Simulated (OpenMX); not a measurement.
## SnO: equation of state with LDA

The system is SnO.

```
Sn O
1.0
     3.81370    0.00000    0.00000
     0.00000    3.81370    0.00000
     0.00000    0.00000    4.88691
Sn O
2 2
Direct
  0.50000 0.00000 0.76463
  0.00000 0.50000 0.23537
  0.00000 0.00000 0.00000
  0.50000 0.50000 0.00000
```

The cell is a database's computed one.

```yaml
Program: OpenMX 3.8.5
Task: equation of state
Functional: LDA
Potentials_or_basis: OpenMX 2013 LDA set, Sn7.0-s3p2d2, O6.0-s2p2d1, fixed grid of 50 × 50 × 64 points
k_mesh: 7 × 7 × 7
Occupations: fermi-dirac, width 0.05 eV
Spin: no spin polarisation
Mixing_scheme: rmm-diisk
SCF_threshold: 1e-08 Ha
Solver: band
Grid_points_held_for_all_volumes: 50 × 50 × 64
```

| Property | Result |
| --- | --- |
| Equilibrium volume | 17.97 Å³/atom |
| Bulk modulus at fixed shape and positions | 100 GPa |
| Pressure derivative of the bulk modulus | 4.6 (rough: it moves with the points fitted) |

Energy against volume, from the lowest point:
| volume (Å³/atom) | energy (meV/atom) |
| --- | --- |
| 16.703 | 31.56 |
| 17.058 | 15.59 |
| 17.414 | 5.32 |
| 17.769 | 0.28 |
| 18.125 | 0.00 |
| 18.480 | 3.90 |
| 18.835 | 11.42 |

Caveat: the basis has few d functions beyond the semicore shells, which can make volumes several per cent too large; volumes in these bases differ from converged ones by about 1 %, for some elements by several; the cell was scaled at fixed shape and fractional positions, which overstates the stiffness of a crystal with free parameters, most of all of layers and chains; the basis of atomic orbitals isn't converged, which shifts pressures, moduli and gaps.
